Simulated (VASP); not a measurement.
Write the native input for VASP 6.6.1 that does the following.

| Item | Value |
| --- | --- |
| Task | relaxation of cell and atoms |
| Functional | optPBE-vdW |
| Potentials or basis | VASP PAW PBE potentials, release 64 (N, B) |
| Cutoff | 600 eV |
| k mesh | 13 × 13 × 13 |
| Occupations | fermi-dirac, width 0.05 eV |
| Spin | no spin polarisation |
| Further INCAR settings | ALGO = Fast; EDIFF = 1e-07; IBRION = 2; EDIFFG = -0.02; NSW = 40; ISIF = 3 |

The structure of BN lies in POSCAR:

```
BN
1.0
    0.0000000000      1.8130010000      1.8130010000
    1.8130010000      0.0000000000      1.8130010000
    1.8130010000      1.8130010000      0.0000000000
N B
1 1
Direct
    0.2500000000      0.2500000000      0.2500000000
    0.0000000000      0.0000000000      0.0000000000
```

The cell is a database's computed one.

One way to write it, as run:

INCAR

```
PREC     = Accurate       # precision mode
ENCUT    = 600            # plane-wave cutoff, eV
EDIFF    = 1E-7           # SCF threshold, eV
ISMEAR   = -1             # smearing method
SIGMA    = 0.05           # smearing width, eV
LREAL    = F              # projectors in reciprocal space
LASPH    = T              # aspherical terms in the spheres
NELM     = 60             # most SCF steps
ALGO     = Fast           # electronic algorithm
ISIF     = 3              # what is computed and relaxed
LWAVE    = F              # write WAVECAR
LCHARG   = F              # write CHGCAR
GGA      = OR             # functional
LUSE_VDW = T            
AGGAC    = 0.0          
IBRION   = 2              # ionic algorithm
NSW      = 40             # ionic steps
EDIFFG   = -0.02          # ionic threshold
```

KPOINTS

```
Automatic mesh
0
Gamma
  13 13 13
```

Potentials or basis: VASP PAW PBE potentials, release 64 (N, B).

Command:

```sh
$ cat potpaw_PBE.64/N/POTCAR potpaw_PBE.64/B/POTCAR > POTCAR
$ mpirun -np 1 vasp_std > vasp.out
```

Results of the run:

- Relaxed volume: 6.00 Å³/atom
- Relaxed cell: a = 2.569 Å, b = 2.569 Å, c = 2.569 Å, α = 60.00°, β = 60.00°, γ = 60.00°
- Space group after relaxing (to 0.05 Å): F-43m (No. 216)
- Energy gained by relaxing: 0.2 meV/atom
- Ionic steps: 3
- Pressure after relaxing: 0.0 GPa
- Band gap on the k mesh: 4.75 eV, indirect (least direct gap 8.84 eV)

Caveat: the PAW data sets were made with another functional, which shifts forces and pressure a little; an odd mesh through Γ misses points on the zone boundary, where band edges often lie.

It took 28 s on 1 thread of Intel(R) Xeon(R) 6975P-C (Granite Rapids), with other jobs on the host, peak memory 0.23 GiB.
